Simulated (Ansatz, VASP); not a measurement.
One calculation of SnSe, two programs

File INCAR:

```
  PREC = Accurate
  ENCUT = 520
  EDIFF = 1E-6
  ISMEAR = 0
  SIGMA = 0.05
  LREAL = False
  LASPH = True
  NELM = 100
  ALGO = Normal
  ISIF = 2
  LWAVE = False
  LCHARG = False
  GGA = PE
  NBANDS = 17
```

File KPOINTS:

```
regular mesh
0
Gamma
  10 10 10
```

POSCAR

```
SnSe
1.0
    0.0000000000      3.0869055000      3.1772055000
    3.1772055000      0.0000000000      3.1772055000
    3.1772055000      3.0869055000      0.0000000000
Sn Se
1 1
Direct
   -0.0166112957      0.0166112957     -0.0166112957
    0.5166112957      0.4833887043      0.5166112957
```

Input for Ansatz:

```yaml
crystal:
  lattice:
    - [0.0, 3.0869055, 3.1772055]
    - [3.1772055, 0.0, 3.1772055]
    - [3.1772055, 3.0869055, 0.0]
  atoms:
    - { symbol: Sn, position: [-0.0166112957, 0.0166112957, -0.0166112957] }
    - { symbol: Se, position: [0.5166112957, 0.4833887043, 0.5166112957] }
basis:
  ecutwfc: 420
kpoints:
  mp_grid: { grid: [10, 10, 10] }
hamiltonian:
  xc: pbe
scf:
  occupations: { method: gaussian, width: 0.05 }
output:
  forces: true
  stress: true
  eigenvalues: true
```

Alike in both runs: task single point; functional PBE; k mesh 10 × 10 × 10; occupations gaussian, width 0.05 eV; no spin polarisation.

```csv
,VASP,Ansatz
version,VASP 6.6.1,Ansatz 0.2.0
potentials or method,"VASP PAW PBE potentials, release 64 (Sn_d, Se)","scalar-relativistic, plane waves, PAW"
plane-wave cutoff (eV),520,420
valence electrons in the cell,20,30
```

```tsv
	VASP	Ansatz	Ansatz less VASP
gap on the k mesh at the Fermi level (eV)	0.48	0.47	-0.005
least direct gap on the mesh (eV)	0.48	0.47	-0.005
pressure (GPa)	-3.7	-3.7	+0.01
largest component of the traceless stress (GPa)	1.75	1.73	-0.016
rms of the force components (eV/Å)	0.042	0.045	+0.0034
```

Atom by atom the forces differ by 0.003 eV/Å (rms over components). The two sets of potentials don't hold the same shells in valence.

Caveats: spin-orbit coupling is left out, which moves the levels of the heavy elements.
